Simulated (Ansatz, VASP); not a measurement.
Ag: VASP beside Ansatz

```
Ag
1.0
     0.00000    2.07359    2.07359
     2.07359    0.00000    2.07359
     2.07359    2.07359    0.00000
Ag
1
Direct
  0.00000 0.00000 0.00000
```

Alike in both runs: functional PBE; k mesh 18 × 18 × 18; occupations gaussian, width 0.1 eV; no spin polarisation.

Ansatz relaxed the structure, and its values are those at the end. VASP's run is a single point on that final structure, the one shown.

```csv
,VASP,Ansatz
version,VASP 6.6.1,Ansatz 0.2.0
potentials or method,"VASP PAW PBE potentials, release 64 (Ag)","scalar-relativistic, plane waves, PAW"
plane-wave cutoff (eV),520,420
valence electrons in the cell,11,19
```

Ansatz gave:

- gap on the k mesh at the Fermi level (eV): none
- pressure (GPa): 0.0

Q: Which values does VASP return?

A: gap on the k mesh at the Fermi level (eV): none; pressure (GPa): -0.1.

A gap of «none» marks a metal or a gap that the smearing closes. The two sets of potentials don't hold the same shells in valence.
